## Results and discussion

Six density functionals were applied to the same metal, cadmium held in the bcc structure. Each gave its own equilibrium volume, bulk modulus (the resistance to uniform compression) and pressure derivative (how fast that resistance grows under pressure). Which row belongs to which functional?

Cd in the bcc structure, computed with Ansatz 0.2.0: DFT without spin polarisation, plane waves (cutoff 420 eV), scalar-relativistic PAW datasets made for PBE, and Fermi-Dirac smearing of width 0.1 eV. Volume, bulk modulus and its pressure derivative come from a third-order Birch-Murnaghan fit to energies extrapolated to zero smearing. Candidates: LDA, PBEsol, RPBE, revPBE, BLYP, PBE.

| row | volume per atom (Å³) | bulk modulus (GPa) | bulk modulus pressure derivative |
| --- | --- | --- | --- |
| A | 20.27 | 63.1 | 5.95 |
| B | 24.64 | 27.4 | 6.72 |
| C | 28.77 | 8.58 | 7.79 |
| D | 21.32 | 52.5 | 6.06 |
| E | 25.18 | 24.6 | 6.79 |
| F | 23.42 | 35.1 | 6.53 |

Sorted by volume, the rows run A, D, F, B, E, C. Along this order the bulk modulus falls and its pressure derivative rises at every step, so the three columns supply one ranking and not three separate clues. The spacing helps too: B and E differ by only 2% in volume, while C lies 14% above its nearest neighbour.

The ranking can be read from how each functional treats exchange, the lowering of the energy that comes from electrons of like spin avoiding each other. LDA treats every point as part of a uniform electron gas. The other candidates add an exchange gain where the density varies quickly, measured by the reduced gradient $s$. When a metal expands, the density between the atoms thins out and $s$ generally grows. A functional whose gain rises steeply with $s$ therefore favours expansion and should give a larger volume.

In the PBE family two constants fix this gain: $\mu$ sets its growth at small gradients and $\kappa$ its ceiling. PBEsol has a smaller $\mu$ than PBE. The other two strengthen PBE in different ways: revPBE raises the ceiling, while RPBE keeps both constants and approaches the same ceiling faster, through an exponential.

A short estimate at $s=2$, a representative gradient not taken from cadmium, shows how close these two come. Both have $\mu=0.22$; $\kappa$ is 1.2 in revPBE and 0.80 in RPBE, so $x=\mu s^2/\kappa$ is 0.73 and 1.1. The gain relative to uniform-gas exchange is

$$\text{revPBE: } \frac{\kappa x}{1+x}\approx 0.51, \qquad \text{RPBE: } \kappa\,(1-e^{-x})\approx 0.53 .$$

PBE, with revPBE's formula and $\kappa=0.80$, reaches only 0.42. The two strengthened functionals should thus form a close pair above PBE, with RPBE slightly ahead.

The analysis printed below evaluates all six functionals, but it uses revPBE's ceiling for RPBE as well. Its two exchange gains for RPBE are therefore too high; the correct values are about 19% at $s=1$ and 53% at $s=2$.

BLYP does not fit this scheme. At reduced gradients of 1 and 2 its exchange gain lies between those of PBE and revPBE, which would place it in the middle of the ranking. Its correlation part, however, does not reproduce the uniform electron gas, which the outer electrons of a simple metal resemble, and BLYP is known to bind metals too weakly. That makes it the natural owner of the isolated row C.

The assignment is then A to LDA, D to PBEsol, F to PBE, B to revPBE, E to RPBE and C to BLYP. The two ends are sure, because LDA's overbinding and BLYP's underbinding of metals are well established. D and F follow safely from the strength of the gradient correction. B and E are the ambiguous pair: their order rests on a small difference in gain. Near $s=2$ the two gains already rise about equally steeply, and before $s=3$ revPBE's becomes the larger.

The rows with their labels:

| functional | k mesh | volume per atom (Å³) | bulk modulus (GPa) | bulk modulus pressure derivative |
| --- | --- | --- | --- | --- |
| LDA | 14×14×14 | 20.27 | 63.1 | 5.95 |
| PBEsol | 14×14×14 | 21.32 | 52.5 | 6.06 |
| PBE | 14×14×14 | 23.42 | 35.1 | 6.53 |
| revPBE | 14×14×14 | 24.64 | 27.4 | 6.72 |
| RPBE | 14×14×14 | 25.18 | 24.6 | 6.79 |
| BLYP | 13×13×13 | 28.77 | 8.58 | 7.79 |

The labels confirm all six assignments. The estimate also reflects the spacing above PBE, where a larger rise in gain to revPBE and a smaller one to RPBE go with volume steps of 5% and 2%. It fails for the step from LDA to PBEsol, where the gain rises most but the volume grows by only 5%. A likely reason is that gradient corrections to correlation, left out here, work against those to exchange.

The large spread in bulk modulus mostly reflects the spread in volume. Pressures from the same runs show this for RPBE and BLYP: near 25.5 Å³ their bulk moduli are about 23 and 22 GPa, although the tabulated values differ almost threefold. A bulk modulus from any of these functionals should therefore be read together with its volume.

A spring that softens as it is stretched behaves in a similar way. Changing to a functional that favours expansion is like hanging a heavier weight on it: the spring settles at a greater length and feels softer there. The picture holds only roughly, since at nearly equal volume stretched LDA has 43 GPa and squeezed PBE 53 GPa.

BLYP's exact values are the least secure. Its pressures point to a bulk modulus near 10 GPa, against 8.58 GPa in the table. The gap comes largely from the smearing, which spreads the electrons over levels near the Fermi energy. The pressures belong to the smeared electrons, while the table rests on energies extrapolated to zero smearing, and in this row the correction between the two changes noticeably with volume. Whether the coarser k mesh adds to that change is untested, but BLYP remains by far the softest case. All six functionals also use atomic datasets made for PBE, and the effect of this on the spacing of the rows is untested.

For a stiff metal such as tungsten, the same reasoning suggests a narrower spread in volume, though no such run is shown here. For a small change, the relative expansion is roughly the extra outward pressure divided by the bulk modulus, so the spread narrows unless that pressure grows as fast as the stiffness. Soft cadmium gives way easily, so differences between functionals show up strongly in its volume.

Printed output of the fit:

```
Steps from the row before:
     row  volume step (A^3)  volume step (%)  bulk modulus step (%)
  PBEsol               1.05             5.18                  -16.8
     PBE                2.1             9.85                 -33.14
  revPBE               1.22            5.209                 -21.94
    RPBE               0.54            2.192                 -10.22
    BLYP               3.59            14.26                 -65.12
Volume of BLYP over that of LDA (ratio): 1.419
Bulk modulus of LDA over that of BLYP (ratio): 7.354
Bulk modulus of RPBE over that of BLYP (ratio): 2.867
Exchange gain over the uniform gas:
     row  at reduced gradient 1 (%)  at reduced gradient 2 (%)
     LDA                          0                          0
  PBEsol                      10.43                         30
     PBE                      17.25                       41.9
  revPBE                      18.59                      50.77
    RPBE                       20.1                      62.36
    BLYP                      17.81                      46.65
Volume at which stretched LDA is compared (A^3): 21.54
Bulk modulus of stretched LDA there (GPa): 42.97
Volume at which squeezed PBE is compared (A^3): 21.96
Bulk modulus of squeezed PBE there (GPa): 52.53
Volume at which stretched RPBE is compared (A^3): 25.46
Bulk modulus of stretched RPBE there (GPa): 22.99
Volume at which squeezed BLYP is compared (A^3): 25.65
Bulk modulus of squeezed BLYP there (GPa): 21.65
BLYP volume at zero pressure from the pressures (A^3): 28.54
BLYP bulk modulus near equilibrium from the pressures (GPa): 9.947
RPBE bulk modulus over this BLYP value (ratio): 2.473
```
